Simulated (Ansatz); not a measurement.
# InSb: the cost of one run

Program: Ansatz 0.2.0. Level of theory: DFT PBE, scalar-relativistic, plane waves, PAW. These are calculated values, not measurements.

5 further runs of the same task are left out: 4 that didn't finish, 1 set aside as unsound or not needed.

## 1. The starting structure

Symmetry: F-43m, No. 216, cubic system. The conventional cell has a = 6.635 Å, b = 6.635 Å, c = 6.635 Å, α = 90.00°, β = 90.00°, γ = 90.00°. In (site symmetry -43m) has 4 Sb at 2.87 Å as nearest neighbours. Sb (site symmetry -43m) has 4 In at 2.87 Å as nearest neighbours.

Structure file:

```xyz
2
Lattice="0.0000 3.3174 3.3174 3.3174 0.0000 3.3174 3.3174 3.3174 0.0000" Properties=species:S:1:pos:R:3 pbc="T T T"
In    0.0000    0.0000    0.0000
Sb    1.6587    1.6587    1.6587
```

It is the result of an earlier relaxation at this level (volume 36.51 Å³/atom; gap on the mesh: none (metal)).

## 2. Electronic structure at the relaxed geometry

The input, input.yaml:

```yaml
crystal:
  lattice:
    - [0.0, 3.3174249874, 3.3174249874]
    - [3.3174249874, 0.0, 3.3174249874]
    - [3.3174249874, 3.3174249874, 0.0]
  atoms:
    - { symbol: In, position: [0.0, 0.0, 0.0] }
    - { symbol: Sb, position: [0.25, 0.25, 0.25] }
basis:
  ecutwfc: 420
kpoints:
  mp_grid: { grid: [12, 12, 12] }
  band_path:
    path:
      - [[0.0, 0.0, 0.0], [-0.5, -0.5, 0.0], [-0.375, -0.375, 0.25]]
      - [[-0.375, 0.0, 0.375], [0.0, 0.0, 0.0], [0.0, 0.0, 0.5], [-0.5, -0.25, 0.25], [-0.5, -0.5, 0.0]]
    npoints: 14
hamiltonian:
  xc: pbe
scf:
  occupations: { method: gaussian, width: 0.1 }
  n_extra_bands: 6
output:
  forces: true
  stress: true
  eigenvalues: true
  populations: true
  dos: { projected: true, de: 0.02, nscf_kmesh: { grid: [18, 18, 18] } }
  bader: true
  write_density: true
  write_potential: true
  elf: true
  volumetric_format: npy
```

Run with:

```bash
$ ansatz run input.yaml --threads 1 --pin off --max-ram 2560MiB --backend cpu --events-out ev --progress --plain --runs-dir out
```

Q: Estimate wall time and peak memory on 1 thread of Arm Neoverse V1, shared host.

About 56 s, with a peak of 0.44 GiB.
